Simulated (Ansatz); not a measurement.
# La2O3: the cost of one run

Computed with Ansatz 0.2.0 (DFT PBE, scalar-relativistic, plane waves, PAW, unless a step's input says otherwise).

## (1) The structure to begin with

The structure is trigonal, space group P-3m1 (No. 164). Conventional cell: a = 3.931 Å, b = 3.931 Å, c = 6.112 Å, α = 90.00°, β = 90.00°, γ = 120.00°. Around La (site symmetry 3m) lie 7 O at 2.36 to 2.72 Å. O (site symmetry 3m) has 4 La at 2.36 to 2.44 Å in its first shell of neighbours. O (site symmetry -3m) is surrounded by 6 La at 2.72 Å.

As a file:

```xyz
60
Lattice="-5.8962 3.4042 6.1120 5.8962 -3.4042 6.1120 5.8962 10.2125 -6.1120" Properties=species:S:1:pos:R:3 pbc="T T T"
La    1.9654    1.1347    4.6070
La   -3.9308    4.5389    4.6070
La    0.0000    4.5389    4.6070
La    5.8962    1.1347    4.6070
La    3.9308    4.5389   -1.5050
La    3.9308    4.5389    4.6070
La    1.9654    7.9430   -1.5050
La    1.9654    7.9430    4.6070
La    5.8962    7.9430    4.6070
La    5.8962    7.9430   -1.5050
La    3.9308   -2.2694    4.6070
La   -1.9654    1.1347    4.6070
La    0.0000    2.2694    1.5050
La    0.0000    2.2694    7.6169
La    3.9308    2.2694    7.6169
La    3.9308    2.2694    1.5050
La    1.9654    5.6736    7.6169
La    1.9654    5.6736    1.5050
La    5.8962    5.6736    1.5050
La    0.0000    9.0777    1.5050
La    3.9308    9.0777    1.5050
La    9.8269    5.6736    1.5050
La   -3.9308    2.2694    7.6169
La    1.9654   -1.1347    7.6169
O     1.9654    1.1347    2.1643
O     1.9654    1.1347    8.2762
O     0.0000    4.5389    2.1643
O     5.8962    1.1347    2.1643
O    -1.9654    7.9430    2.1643
O     3.9308    4.5389    2.1643
O     7.8616    4.5389    2.1643
O     1.9654    7.9430    2.1643
O     5.8962    7.9430    2.1643
O     5.8962    7.9430   -3.9476
O    -1.9654    1.1347    8.2763
O    -1.9654    1.1347    2.1643
O     0.0000    2.2694    3.9477
O     0.0000    2.2694   10.0596
O    -1.9654    5.6736    3.9477
O     3.9308    2.2694    3.9477
O     7.8616    2.2694    3.9477
O     1.9654    5.6736    3.9477
O     5.8962    5.6736    3.9477
O     0.0000    9.0777    3.9477
O     3.9308    9.0777    3.9477
O     3.9308    9.0777   -2.1643
O     1.9654   -1.1347    3.9477
O     1.9654   -1.1347   10.0596
O     0.0000    0.0000    0.0000
O     0.0000    0.0000    6.1120
O     3.9308    0.0000    6.1119
O    -1.9654    3.4042    6.1119
O     1.9654    3.4041    6.1120
O     1.9654    3.4041    0.0000
O     5.8962    3.4042    0.0000
O     0.0000    6.8083    0.0000
O     3.9308    6.8083    0.0000
O     3.9308    6.8083    6.1119
O     1.9654   10.2125    0.0000
O     7.8616    6.8083    0.0000
```

The runs take a perfect supercell of 60 atoms; the defect goes to fractional position (0.377, 0.543, 0.167).

## (2) The perfect supercell

The input, input.yaml:

```yaml
crystal:
  lattice:
    - [-5.896167, 3.404153, 6.111954]
    - [5.896167, -3.404153, 6.111954]
    - [5.896167, 10.21246, -6.111953]
  atoms:
    - { symbol: La, position: [0.376882, 0.543548, 0.166667] }
    - { symbol: La, position: [0.876882, 0.043548, 0.166667] }
    - { symbol: La, position: [0.710216, 0.376882, 0.333333] }
    - { symbol: La, position: [0.210216, 0.876882, 0.333333] }
    - { symbol: La, position: [0.043549, 0.210215, 0.5] }
    - { symbol: La, position: [0.543549, 0.710215, 0.5] }
    - { symbol: La, position: [0.376882, 0.043548, 0.666667] }
    - { symbol: La, position: [0.876882, 0.543548, 0.666667] }
    - { symbol: La, position: [0.710216, 0.876882, 0.833333] }
    - { symbol: La, position: [0.210216, 0.376882, 0.833333] }
    - { symbol: La, position: [0.043549, 0.710215, 0.0] }
    - { symbol: La, position: [0.543549, 0.210215, 0.0] }
    - { symbol: La, position: [0.289784, 0.123118, 0.166667] }
    - { symbol: La, position: [0.789784, 0.623118, 0.166667] }
    - { symbol: La, position: [0.623118, 0.956452, 0.333333] }
    - { symbol: La, position: [0.123118, 0.456452, 0.333333] }
    - { symbol: La, position: [0.956451, 0.789785, 0.5] }
    - { symbol: La, position: [0.456451, 0.289785, 0.5] }
    - { symbol: La, position: [0.289784, 0.623118, 0.666667] }
    - { symbol: La, position: [0.789784, 0.123118, 0.666667] }
    - { symbol: La, position: [0.623118, 0.456452, 0.833333] }
    - { symbol: La, position: [0.123118, 0.956452, 0.833333] }
    - { symbol: La, position: [0.956451, 0.289785, 0.0] }
    - { symbol: La, position: [0.456451, 0.789785, 0.0] }
    - { symbol: O, position: [0.177054, 0.343721, 0.166667] }
    - { symbol: O, position: [0.677054, 0.843721, 0.166667] }
    - { symbol: O, position: [0.510388, 0.177055, 0.333333] }
    - { symbol: O, position: [0.010388, 0.677055, 0.333333] }
    - { symbol: O, position: [0.843721, 0.010388, 0.5] }
    - { symbol: O, position: [0.343721, 0.510388, 0.5] }
    - { symbol: O, position: [0.177054, 0.843721, 0.666667] }
    - { symbol: O, position: [0.677054, 0.343721, 0.666667] }
    - { symbol: O, position: [0.510388, 0.677055, 0.833333] }
    - { symbol: O, position: [0.010388, 0.177055, 0.833333] }
    - { symbol: O, position: [0.843721, 0.510388, 0.0] }
    - { symbol: O, position: [0.343721, 0.010388, 0.0] }
    - { symbol: O, position: [0.489612, 0.322945, 0.166667] }
    - { symbol: O, position: [0.989612, 0.822945, 0.166667] }
    - { symbol: O, position: [0.822946, 0.156279, 0.333333] }
    - { symbol: O, position: [0.322946, 0.656279, 0.333333] }
    - { symbol: O, position: [0.156279, 0.989612, 0.5] }
    - { symbol: O, position: [0.656279, 0.489612, 0.5] }
    - { symbol: O, position: [0.489612, 0.822945, 0.666667] }
    - { symbol: O, position: [0.989612, 0.322945, 0.666667] }
    - { symbol: O, position: [0.822946, 0.656279, 0.833333] }
    - { symbol: O, position: [0.322946, 0.156279, 0.833333] }
    - { symbol: O, position: [0.156279, 0.489612, 0.0] }
    - { symbol: O, position: [0.656279, 0.989612, 0.0] }
    - { symbol: O, position: [0.0, 0.0, 0.0] }
    - { symbol: O, position: [0.5, 0.5, 0.0] }
    - { symbol: O, position: [0.333333, 0.833333, 0.166667] }
    - { symbol: O, position: [0.833333, 0.333333, 0.166667] }
    - { symbol: O, position: [0.666667, 0.666667, 0.333333] }
    - { symbol: O, position: [0.166667, 0.166667, 0.333333] }
    - { symbol: O, position: [0.0, 0.5, 0.5] }
    - { symbol: O, position: [0.5, 0.0, 0.5] }
    - { symbol: O, position: [0.333333, 0.333333, 0.666667] }
    - { symbol: O, position: [0.833333, 0.833333, 0.666667] }
    - { symbol: O, position: [0.666667, 0.166667, 0.833333] }
    - { symbol: O, position: [0.166667, 0.666667, 0.833333] }
basis:
  ecutwfc: 420
  fft_grid_basis: typed
kpoints:
  mp_grid: { grid: [2, 2, 2] }
hamiltonian:
  xc: pbe
  pseudopotentials: { kind: paw }
scf:
  occupations: { method: gaussian, width: 0.05 }
output:
  forces: true
  stress: false
  eigenvalues: true
  bader: false
  write_density: true
  volumetric_format: npy
```

Launch:

```console
$ ansatz run input.yaml --threads 8 --pin off --max-ram 16384MiB --backend cpu --events-out ev --progress --plain --runs-dir out
```

Q: Estimate wall time and peak memory on 8 threads of Intel Xeon Platinum 8488C (Sapphire Rapids), shared host.

About 12 s, with a peak of 8.8 GiB.
